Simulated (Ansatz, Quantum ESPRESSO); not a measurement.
# hBN, 2 layers, AA' stacking: the gap along the path at a withheld member of a series

**Set-up.** Quantum ESPRESSO 7.5, PBE, GBRV ultrasoft. Cell and atoms are relaxed without a field with a D3(BJ) correction and then held. Sawtooth field with dipole correction, 17 Å of vacuum in the starting cell, Fermi-Dirac smearing of 0.002 Ry; bands along a path at each field. The series steps the field along the normal.

```
field along the normal  gap along the path (eV)
                 0 V/Å                    4.498
              0.05 V/Å                    4.488
               0.1 V/Å                    4.451
               0.2 V/Å                    4.288
               0.4 V/Å                    3.379
```

To predict: What is the gap along the path at 0.3 V/Å?

**Fit.** The rows at 0.2 V/Å and 0.4 V/Å give a slope of (3.379 − (4.288))/(0.4 − (0.2)) = −4.545, so a straight line gives 3.834 eV. A parabola through these and the row at 0.1 V/Å gives 3.931 eV.

**The withheld run.** 3.871 eV. The line misses by −0.037 and the parabola by +0.060 eV.

**Limits.** Ions are held; semilocal gaps are too small; in strong fields empty levels can belong to the vacuum; one stacking. Members without a usable value, or on the other side of zero field or charge, are not listed.

[Logs are printed without paths, hosts, clocks, repeated set-up lines and the standing remarks that a program may print on its own settings, such as how far it seeks lower states.]
